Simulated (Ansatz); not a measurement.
A 2-atom cell of RbBr started from a crystallographic database, relaxed with r2SCAN, was run in the PAW code Ansatz under altered settings. All numbers are computed, without spin polarisation but where a row says otherwise.

```xyz
2
Lattice="0.0000 3.4608 3.4608 3.4608 0.0000 3.4608 3.4608 3.4608 0.0000" Properties=species:S:1:pos:R:3 pbc="T T T"
Rb    0.0000    0.0000    0.0000
Br    3.4608    3.4608    3.4608
```

The base run's other keys:
```yaml
kpoints:
  mp_grid: { grid: [4, 4, 4] }
hamiltonian:
  xc: hse06
scf:
  occupations: { method: fixed }
  n_extra_bands: 4
```

It takes 10 iterations with 1639 plane waves at 420 eV and 8 k points, and leaves a mean stress of +0.31 GPa. The gap over this mesh is 5.443 eV.

Outcomes, with energy and stress as changes against the base:

| setting | outcome | ΔF (meV/atom) | Δ mean stress (GPa) | gap on the mesh (eV) | iterations |
| --- | --- | --- | --- | --- | --- |
| PBE hybrid, exx coeff 0.3, omega 0.2078 1/Å | converged | – | 0.0 | 5.679 | 11 |
| PBE hybrid, exx coeff 0.5, unscreened | converged | – | -0.3 | 8.087 | 16 |
| PBE hybrid, exx coeff 0.75, omega 0.5 1/Å | converged | – | -0.4 | 6.086 | 14 |
| PBE hybrid, exx coeff 0.1, omega 0.1 1/Å | converged | – | +0.1 | 4.881 | 9 |
| scf.occupations: cold 0.5 | converged | 0.0 | 0.0 | 5.443 | 10 |
| scf.mixing.beta: 0.05 | converged | 0.0 | 0.0 | 5.443 | 13 |

A dash marks a value that wasn't obtained or can't be compared. Stress is positive in compression.

- PBE hybrid, exx coeff 0.3, omega 0.2078 1/Å. That is 30 % exact exchange, screened with ω = 0.2078 1/Å, against HSE06's 25 % screened at 0.208 1/Å. The mean stress moves by 0.0 GPa and the gap on the mesh by +0.236 eV (to 5.679). Totals of different functionals aren't comparable.
- PBE hybrid, exx coeff 0.5, unscreened. That is 50 % exact exchange, at all ranges, against HSE06's 25 % screened at 0.208 1/Å. The mean stress moves by -0.3 GPa and the gap on the mesh by +2.644 eV (to 8.087). Totals of different functionals aren't comparable.
- PBE hybrid, exx coeff 0.75, omega 0.5 1/Å. That is 75 % exact exchange, screened with ω = 0.5 1/Å, against HSE06's 25 % screened at 0.208 1/Å. The mean stress moves by -0.4 GPa and the gap on the mesh by +0.643 eV (to 6.086). Totals of different functionals aren't comparable.
- PBE hybrid, exx coeff 0.1, omega 0.1 1/Å. That is 10 % exact exchange, screened with ω = 0.1 1/Å, against HSE06's 25 % screened at 0.208 1/Å. The mean stress moves by +0.1 GPa and the gap on the mesh by -0.562 eV (to 4.881). Totals of different functionals aren't comparable. The program warns that on this mesh the truncation of the exchange isn't bounded, so part of the change can be an error of the mesh.

Within 1 meV an atom, 0.1 GPa and 0.005 eV of the base stay: scf.occupations: cold 0.5; scf.mixing.beta: 0.05.

Spin-orbit coupling is left out.

The program warns that its thresholds are loose for a hybrid's stress.

The meshes of the hybrids are coarse, so their gaps aren't converged to the digits shown.
